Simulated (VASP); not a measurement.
# Co (P-3m1) in VASP: further runs

One crystal, Co, is run at these levels: LDA; tasks: single point.

All numbers are computed with VASP 6.6.1; they aren't measurements. Logs are shortened: lines on timing, memory, paths and dates and some standing lists are left out, and cuts for length are marked.

## 1. Starting point

The structure is trigonal, space group P-3m1 (No. 164). Conventional cell: a = 2.487 Å, b = 2.487 Å, c = 4.063 Å, α = 90.00°, β = 90.00°, γ = 120.00°. Co (site symmetry 3m) has 12 Co at 2.42 to 2.55 Å as nearest neighbours.

## 2. Single point, LDA, collinear spin, ferromagnetic start

Contents of INCAR:

```
SYSTEM = Co
ADDGRID = .FALSE.
ALGO = Normal
EDIFF = 1E-6
ENCUT = 520
GGA = CA
ISIF = 2
ISMEAR = -1
ISPIN = 2
LASPH = .TRUE.
LCHARG = .FALSE.
LMAXMIX = 4
LORBIT = 11
LREAL = .FALSE.
LWAVE = .FALSE.
MAGMOM = 2 2
NBANDS = 20
NELM = 100
PREC = Low
SIGMA = 0.1
```

Contents of KPOINTS:

```
k-points
0
G
  13 13 7
  0 0 0
```

Contents of POSCAR:

```
Co
1.0
    2.4873648738      0.0000000000      0.0000000000
   -1.2436824369      2.1541211692      0.0000000000
    0.0000000000      0.0000000000      4.0632895034
Co
2
Direct
    0.3333333333      0.6666666667      0.7401390000
    0.6666666667      0.3333333333      0.2598610000
```

Potentials or basis: VASP PAW LDA potentials, release 64 (Co).

Started as:

```sh
$ cat potpaw_LDA.64/Co/POTCAR > POTCAR
$ mpirun -np 1 vasp_std > vasp.out
```

OUTCAR:

```text
SYSTEM = Co
   EDIFF = 1E-6
   ENCUT = 520
   GGA = CA
   ISIF = 2
   ISMEAR = -1
   ISPIN = 2
   LASPH = .TRUE.
   LORBIT = 11
   LREAL = .FALSE.
   NELM = 100
   PREC = Low

 Found    126 irreducible k-points:

 Following reciprocal coordinates:
            Coordinates               Weight
  0.000000  0.000000  0.000000      1.000000
  0.076923 -0.000000  0.000000      6.000000
  0.153846  0.000000  0.000000      6.000000
  0.230769 -0.000000  0.000000      6.000000
  0.307692  0.000000  0.000000      6.000000
  0.384615  0.000000  0.000000      6.000000
   k-points           NKPTS =    126   k-points in BZ     NKDIM =    126   number of bands    NBANDS=     20
   number of dos      NEDOS =    301   number of ions     NIONS =      2
   total plane-waves  NPLWV =   4704
   dimension x,y,z NGX =    14 NGY =   14 NGZ =   24
   dimension x,y,z NGXF=    14 NGYF=   14 NGZF=   24
   ions per type =               2
   NGX,Y,Z   is equivalent  to a cutoff of   9.36,  9.36,  9.82 a.u.
   NGXF,Y,Z  is equivalent  to a cutoff of   9.36,  9.36,  9.82 a.u.
 SYSTEM =  Co
   PREC   = low       normal or accurate (medium, high low for compatibility)
   ISTART =      0    job   : 0-new  1-cont  2-samecut
   ICHARG =      2    charge: 1-file 2-atom 10-const
   ISPIN  =      2    spin polarized calculation?
   LNONCOLLINEAR =      F non collinear calculations
   LSORBIT =      F    spin-orbit coupling
   LASPH  =      T    aspherical Exc in radial PAW
   ENCUT  =  520.0 eV  38.22 Ry    6.18 a.u.   4.62  4.62  7.56*2*pi/ulx,y,z
   NELM   =    100;   NELMIN=  2; NELMDL= -5     # of ELM steps
   EDIFF  = 0.1E-05   stopping-criterion for ELM
   LREAL  =      F    real-space projection
   EDIFFG = 0.1E-04   stopping-criterion for IOM
   NSW    =      0    number of steps for IOM
   IBRION =     -1    ionic relax: 0-MD 1-quasi-New 2-CG
   NFREE  =      0    steps in history (QN), initial steepest desc. (CG)
   ISIF   =      2    stress and relaxation
   ISYM   =      2    0-nonsym 1-usesym 2-fastsym
   POTIM  = 0.5000    time-step for ionic-motion
   TEBEG  =    0.0;   TEEND  =   0.0 temperature during run
   PSTRESS=    0.0 pullay stress
   NELECT =      18.0000    total number of electrons
   NUPDOWN=      -1.0000    fix difference up-down
   EMIN   =  10.00;   EMAX   =-10.00  energy-range for DOS
   EFERMI =   0.00;   METHOD = LEGACY
   ISMEAR =    -1;   SIGMA  =   0.10  broadening in eV -4-tet -1-fermi 0-gaus
   EFERMI_NEDOS =   21; number of points for ismear=-14 and -15
   IALGO  =     38    algorithm
   IMIX   =      4    mixing-type and parameters
     AMIX     =   0.40;   BMIX     =  1.00
     AMIX_MAG =   1.60;   BMIX_MAG =  1.00
  volume/ion in A,a.u.               =      10.89        73.46
  Fermi-wavevector in a.u.,A,eV,Ry     =   1.536514  2.903591 32.121660  2.360875
  Thomas-Fermi vector in A             =   2.643152
   LORBIT       =     11    0 simple, 1 ext, 2 COOP (PROOUT), +10 PAW based schemes
   GGA     = CA    functional components
   LHFCALC =     F    Hartree Fock is set to
   AEXX    =    0.0000 exact exchange contribution
   IVDW    =     0    specifies the selected vdW correction
   LEPSILON=     F    determine dielectric tensor
   LRPA    =     F    only Hartree local field effects (RPA)
 spin polarized calculation
  energy-cutoff  :      520.00
  volume of cell :       21.77
 maximum number of plane-waves:       597
   NGX =  9   NGY =  9   NGZ = 15

 number of electron      18.0000787 magnetization       3.1078920

 Free energy of the ion-electron system (eV)
  ---------------------------------------------------
  ext. energy  EPLUGINS =         0.00000000
  ---------------------------------------------------
  free energy    TOTEN  =       -16.14646713 eV

  energy without entropy =      -16.08026644  energy(sigma->0) =      -16.11336678

 E-fermi :   9.8532     XC(G=0): -13.7143

 val. band max:        9.8510682333   @ k =   0.0000   0.3077   0.4286
 cond. band min:       9.8546313183   @ k =  -0.2308  -0.4615   0.4286
 fundamental gap:      0.0035630850
 Fermi energy:         9.8532366164

 spin component 1

 k-point     1 :       0.0000    0.0000    0.0000
  band No.  band energies     occupation
      1       0.9715      1.00000
      2       4.7956      1.00000
      3       7.3515      1.00000
      4       7.4143      1.00000
      5       7.4144      1.00000
      6       7.7053      1.00000
[... 12 lines left out ...]
     19      35.8774      0.00000
     20      35.8774      0.00000

 k-point     2 :       0.0769   -0.0000    0.0000
  band No.  band energies     occupation
      1       1.1799      1.00000
      2       4.9246      1.00000
      3       7.1779      1.00000
      4       7.5122      1.00000
      5       7.5552      1.00000
      6       7.6575      1.00000
[... 12 lines left out ...]
     19      37.4630      0.00000
     20      37.9858      0.00000

 k-point     3 :       0.1538    0.0000    0.0000
  band No.  band energies     occupation
      1       1.7864      1.00000
      2       5.2564      1.00000
      3       6.9150      1.00000
      4       7.3303      1.00000
      5       7.5181      1.00000
      6       7.7780      1.00000
[... 12 lines left out ...]
     19      36.3721      0.00000
     20      38.3688      0.00000

 k-point     4 :       0.2308   -0.0000    0.0000
  band No.  band energies     occupation
      1       2.7226      1.00000
      2       5.5829      1.00000
      3       6.5535      1.00000
      4       6.8122      1.00000
      5       7.3861      1.00000
      6       7.6933      1.00000
[... 12 lines left out ...]
     19      34.6947      0.00000
     20      38.4063      0.00000

 k-point     5 :       0.3077    0.0000    0.0000
  band No.  band energies     occupation
      1       3.8182      1.00000
      2       5.6048      1.00000
      3       6.0635      1.00000
      4       6.8043      1.00000
      5       7.4445      1.00000
      6       7.5150      1.00000
[... 12 lines left out ...]
     19      33.6560      0.00000
     20      36.7787      0.00000

 k-point     6 :       0.3846    0.0000    0.0000
  band No.  band energies     occupation
      1       4.7119      1.00000
      2       5.4305      1.00000
      3       5.7191      1.00000
      4       7.0561      1.00000
      5       7.3742      1.00000
      6       7.5621      1.00000
[... 12 lines left out ...]
     19      32.8356      0.00000
     20      35.4771      0.00000

 [... further k-points ...]

 spin component 2

 k-point     1 :       0.0000    0.0000    0.0000
  band No.  band energies     occupation
      1       1.1488      1.00000
      2       5.6833      1.00000
      3       8.7503      0.99998
      4       8.8396      0.99996
      5       8.8397      0.99996
      6       9.1590      0.99903
[... 12 lines left out ...]
     19      36.2981      0.00000
     20      36.2981      0.00000

 k-point     2 :       0.0769   -0.0000    0.0000
  band No.  band energies     occupation
      1       1.3581      1.00000
      2       5.8266      1.00000
      3       8.5544      1.00000
      4       8.9458      0.99989
      5       8.9799      0.99984
      6       9.0852      0.99954
[... 12 lines left out ...]
     19      37.5916      0.00000
     20      38.4000      0.00000

 k-point     3 :       0.1538    0.0000    0.0000
  band No.  band energies     occupation
      1       1.9694      1.00000
      2       6.2038      1.00000
      3       8.1950      1.00000
      4       8.4163      1.00000
      5       8.9073      0.99992
      6       9.2393      0.99785
[... 12 lines left out ...]
     19      36.6312      0.00000
     20      38.7653      0.00000

 k-point     4 :       0.2308   -0.0000    0.0000
  band No.  band energies     occupation
      1       2.9260      1.00000
      2       6.6169      1.00000
      3       7.6223      1.00000
      4       8.0318      1.00000
      5       8.7443      0.99998
      6       9.1649      0.99898
[... 12 lines left out ...]
     19      34.9350      0.00000
     20      38.7563      0.00000

 k-point     5 :       0.3077    0.0000    0.0000
  band No.  band energies     occupation
      1       4.1009      1.00000
      2       6.7285      1.00000
      3       7.1323      1.00000
      4       7.9147      1.00000
      5       8.7726      0.99998
      6       8.9678      0.99986
[... 12 lines left out ...]
     19      33.7863      0.00000
     20      37.1971      0.00000

 k-point     6 :       0.3846    0.0000    0.0000
  band No.  band energies     occupation
      1       5.2281      1.00000
      2       6.5582      1.00000
      3       6.8086      1.00000
      4       7.9661      1.00000
      5       8.8115      0.99997
      6       8.8857      0.99994
[... 12 lines left out ...]
     19      33.0053      0.00000
     20      35.8613      0.00000

 [... further k-points ...]

------------------------ aborting loop because EDIFF is reached ----------------------------------------

  FORCE on cell =-STRESS in cart. coord.  units (eV):
  Direction    XX          YY          ZZ          XY          YZ          ZX
  --------------------------------------------------------------------------------------
  -------------------------------------------------------------------------------------
  Total       -2.3925810     -2.3925810     -2.6964702      0.0000000      0.0000000      0.0000000
  in kB     -176.0718142   -176.0718142   -198.4352488      0.0000000      0.0000000      0.0000000
  external PRESSURE =    -183.5262924 kB  Pullay stress =       0.0000000 kB

 VOLUME and BASIS-vectors are now :
 -----------------------------------------------------------------------------
  energy-cutoff  :      520.00
  volume of cell :       21.77
      direct lattice vectors                 reciprocal lattice vectors
     2.487364874  0.000000000  0.000000000     0.402031889  0.232113220  0.000000000
    -1.243682437  2.154121169  0.000000000     0.000000000  0.464226439  0.000000000
     0.000000000  0.000000000  4.063289503     0.000000000  0.000000000  0.246106018

 POSITION                                       TOTAL-FORCE (eV/Angst)
 -----------------------------------------------------------------------------------
     -0.00000      1.43608      3.00740         0.000000      0.000000      0.422091
      1.24368      0.71804      1.05589        -0.000000     -0.000000     -0.422091
 -----------------------------------------------------------------------------------
    total drift:                                0.000000      0.000000      0.000000

  FREE ENERGIE OF THE ION-ELECTRON SYSTEM (eV)
  ---------------------------------------------------
  free  energy   TOTEN  =       -16.1464671276 eV

  energy  without entropy=      -16.0802664421  energy(sigma->0) =      -16.11336678

 total charge

# of ion       s       p       d       tot
------------------------------------------
    1        0.489   0.515   7.279   8.283
    2        0.489   0.515   7.279   8.283
--------------------------------------------------
tot          0.977   1.030  14.558  16.565

 magnetization (x)

# of ion       s       p       d       tot
------------------------------------------
    1       -0.013  -0.038   1.608   1.557
    2       -0.013  -0.038   1.608   1.557
--------------------------------------------------
tot         -0.025  -0.076   3.216   3.115
```

Wall time 30 s (1 thread of Intel Xeon Platinum 8488C (Sapphire Rapids), shared host); peak memory 0.16 GiB.

These settings aren't checked as converged: the numbers below hold their error.

What came out:

```yaml
Free_energy: -16.1465 eV
Pressure: -18.4 GPa
Largest_force: 0.422 eV/Å
Band_gap_on_the_k_mesh: none (metal or under the smearing width)
Net_moment: 3.11 μB per cell
Site_moments: Co +1.56 μB
Valence_electrons_inside_the_program's_atomic_spheres: Co 8.28
```

## 3. Single point, LDA, collinear spin, ferromagnetic start

INCAR is that of step 2.

KPOINTS is that of step 2.

Contents of POSCAR:

```
Co
1.0
    2.4873648738      0.0000000000      0.0000000000
   -1.2436824369      2.1541211692      0.0000000000
    0.0000000000      0.0000000000      4.0632895034
Co
2
Direct
    0.3275520000      0.6759820000      0.7288160000
    0.6891290000      0.3188900000      0.2643300000
```

Potentials or basis: VASP PAW LDA potentials, release 64 (Co).

Started as:

```sh
$ cat potpaw_LDA.64/Co/POTCAR > POTCAR
$ mpirun -np 1 vasp_std > vasp.out
```

OUTCAR:

```text
SYSTEM = Co
   EDIFF = 1E-6
   ENCUT = 520
   GGA = CA
   ISIF = 2
   ISMEAR = -1
   ISPIN = 2
   LASPH = .TRUE.
   LORBIT = 11
   LREAL = .FALSE.
   NELM = 100
   PREC = Low

 Found    592 irreducible k-points:

 Following reciprocal coordinates:
            Coordinates               Weight
  0.000000  0.000000  0.000000      1.000000
  0.076923 -0.000000  0.000000      2.000000
  0.000000  0.076923  0.000000      2.000000
 -0.076923  0.076923  0.000000      2.000000
  0.153846  0.000000  0.000000      2.000000
  0.000000  0.153846  0.000000      2.000000
   k-points           NKPTS =    592   k-points in BZ     NKDIM =    592   number of bands    NBANDS=     20
   number of dos      NEDOS =    301   number of ions     NIONS =      2
   total plane-waves  NPLWV =   4704
   dimension x,y,z NGX =    14 NGY =   14 NGZ =   24
   dimension x,y,z NGXF=    14 NGYF=   14 NGZF=   24
   ions per type =               2
   NGX,Y,Z   is equivalent  to a cutoff of   9.36,  9.36,  9.82 a.u.
   NGXF,Y,Z  is equivalent  to a cutoff of   9.36,  9.36,  9.82 a.u.
 SYSTEM =  Co
   PREC   = low       normal or accurate (medium, high low for compatibility)
   ISTART =      0    job   : 0-new  1-cont  2-samecut
   ICHARG =      2    charge: 1-file 2-atom 10-const
   ISPIN  =      2    spin polarized calculation?
   LNONCOLLINEAR =      F non collinear calculations
   LSORBIT =      F    spin-orbit coupling
   LASPH  =      T    aspherical Exc in radial PAW
   ENCUT  =  520.0 eV  38.22 Ry    6.18 a.u.   4.62  4.62  7.56*2*pi/ulx,y,z
   NELM   =    100;   NELMIN=  2; NELMDL= -5     # of ELM steps
   EDIFF  = 0.1E-05   stopping-criterion for ELM
   LREAL  =      F    real-space projection
   EDIFFG = 0.1E-04   stopping-criterion for IOM
   NSW    =      0    number of steps for IOM
   IBRION =     -1    ionic relax: 0-MD 1-quasi-New 2-CG
   NFREE  =      0    steps in history (QN), initial steepest desc. (CG)
   ISIF   =      2    stress and relaxation
   ISYM   =      2    0-nonsym 1-usesym 2-fastsym
   POTIM  = 0.5000    time-step for ionic-motion
   TEBEG  =    0.0;   TEEND  =   0.0 temperature during run
   PSTRESS=    0.0 pullay stress
   NELECT =      18.0000    total number of electrons
   NUPDOWN=      -1.0000    fix difference up-down
   EMIN   =  10.00;   EMAX   =-10.00  energy-range for DOS
   EFERMI =   0.00;   METHOD = LEGACY
   ISMEAR =    -1;   SIGMA  =   0.10  broadening in eV -4-tet -1-fermi 0-gaus
   EFERMI_NEDOS =   21; number of points for ismear=-14 and -15
   IALGO  =     38    algorithm
[... 30 lines left out ...]
 E-fermi :   9.8836     XC(G=0): -13.7039

 val. band max:        9.8829322350   @ k =   0.1538  -0.3846   0.4286
 cond. band min:       9.8841336934   @ k =  -0.3846   0.4615  -0.2857
 fundamental gap:      0.0012014584
 Fermi energy:         9.8836275742

 spin component 1

 k-point     1 :       0.0000    0.0000    0.0000
  band No.  band energies     occupation
      1       0.9716      1.00000
      2       4.7640      1.00000
      3       7.2742      1.00000
      4       7.3439      1.00000
      5       7.4243      1.00000
      6       7.6577      1.00000
[... 127 lines left out ...]
     19      36.3281      0.00000
     20      38.1196      0.00000

 [... further k-points ...]

 spin component 2

 k-point     1 :       0.0000    0.0000    0.0000
  band No.  band energies     occupation
      1       1.1540      1.00000
      2       5.6549      1.00000
      3       8.6385      1.00000
      4       8.7667      0.99999
      5       8.8665      0.99996
      6       9.0911      0.99964
[... 127 lines left out ...]
     19      36.5928      0.00000
     20      38.5052      0.00000

 [... further k-points ...]

------------------------ aborting loop because EDIFF is reached ----------------------------------------

  FORCE on cell =-STRESS in cart. coord.  units (eV):
  Direction    XX          YY          ZZ          XY          YZ          ZX
  --------------------------------------------------------------------------------------
  -------------------------------------------------------------------------------------
  Total       -2.3405162     -2.0998130     -2.1261045      0.2315356     -0.0996856      0.1999198
  in kB     -172.2403274   -154.5268016   -156.4616077     17.0388748     -7.3359345     14.7122485
  external PRESSURE =    -161.0762456 kB  Pullay stress =       0.0000000 kB

 VOLUME and BASIS-vectors are now :
 -----------------------------------------------------------------------------
  energy-cutoff  :      520.00
  volume of cell :       21.77
      direct lattice vectors                 reciprocal lattice vectors
     2.487364874  0.000000000  0.000000000     0.402031889  0.232113220  0.000000000
    -1.243682437  2.154121169  0.000000000     0.000000000  0.464226439  0.000000000
     0.000000000  0.000000000  4.063289503     0.000000000  0.000000000  0.246106018

 POSITION                                       TOTAL-FORCE (eV/Angst)
 -----------------------------------------------------------------------------------
     -0.02597      1.45615      2.96139         0.245392     -0.123549      0.891847
      1.31752      0.68693      1.07405        -0.245392      0.123549     -0.891847
 -----------------------------------------------------------------------------------
    total drift:                               -0.000263      0.000654      0.001555

  FREE ENERGIE OF THE ION-ELECTRON SYSTEM (eV)
  ---------------------------------------------------
  free  energy   TOTEN  =       -16.0899571172 eV

  energy  without entropy=      -16.0271660625  energy(sigma->0) =      -16.05856159

 total charge

# of ion       s       p       d       tot
------------------------------------------
    1        0.493   0.520   7.287   8.300
    2        0.493   0.520   7.287   8.300
--------------------------------------------------
tot          0.986   1.039  14.574  16.599

 magnetization (x)

# of ion       s       p       d       tot
------------------------------------------
    1       -0.012  -0.037   1.610   1.561
    2       -0.012  -0.037   1.610   1.561
--------------------------------------------------
tot         -0.024  -0.074   3.221   3.122
```

stdout:

```text
POSCAR found type information on POSCAR Co
 POSCAR found :  1 types and       2 ions
 scaLAPACK will be used
 LDA part: xc-table for (Slater(with rela. corr.)+CA(PZ))
 , standard interpolation
 POSCAR, INCAR and KPOINTS ok, starting setup
 FFT: planning ... GRIDC
 FFT: planning ... GRID_SOFT
 FFT: planning ... GRID
 WAVECAR not read
 entering main loop
```

Run time: 2.2 min. Hardware: 1 thread of Intel Xeon Platinum 8488C (Sapphire Rapids), shared host; peak memory 0.4 GiB.

These settings aren't checked as converged: the numbers below hold their error.

What came out:

* Free energy: -16.0900 eV
* Pressure: -16.1 GPa
* Largest force: 0.933 eV/Å
* Band gap on the k mesh: none (metal or under the smearing width)
* Net moment: 3.12 μB per cell
* Site moments: Co +1.56 μB
* Valence electrons inside the program's atomic spheres: Co 8.30
